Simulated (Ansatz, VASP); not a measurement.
CrO2: VASP beside Ansatz

```
CELL_PARAMETERS angstrom
4.42100 0.00000 0.00000
0.00000 4.42100 0.00000
0.00000 0.00000 2.91700
ATOMIC_POSITIONS crystal
Cr 0.00000 0.00000 0.00000
Cr 0.50000 0.50000 0.50000
O 0.30100 0.30100 0.00000
O 0.19900 0.80100 0.50000
O 0.69900 0.69900 0.00000
O 0.80100 0.19900 0.50000
```

Alike in both runs: task single point; functional PBE; k mesh 4 × 4 × 6; occupations gaussian, width 0.05 eV; collinear spin; Hubbard terms Cr d U = 4.0 eV, J = 0.5 eV.

|  | VASP | Ansatz |
| --- | --- | --- |
| version | VASP 6.6.1 | Ansatz 0.2.0 |
| potentials or method | VASP PAW PBE potentials, release 64 (Cr_pv, O) | scalar-relativistic, plane waves, PAW |
| plane-wave cutoff (eV) | 520 | 420 |
| valence electrons in the cell | 48 | 52 |

```csv
,VASP,Ansatz,Ansatz less VASP
pressure (GPa),9.9,7.6,-2.37
largest component of the traceless stress (GPa),4.85,3.41,-1.439
rms of the force components (eV/Å),0.172,0.125,-0.0461
net moment per atom (μB),0.00,0.01,+0.011
size of the moment on the site where the two differ most (μB),1.95,1.51,-0.432
```

Site moments also hang on the region over which each program counts them. The programs project onto different local orbitals, so the same U acts differently. Atom by atom the forces differ by 0.117 eV/Å (rms over components). The two sets of potentials don't hold the same shells in valence. Ansatz warned: «filled_band_counts_differ_across_k_points».

The state reached can hang on the start; a lower one may exist.
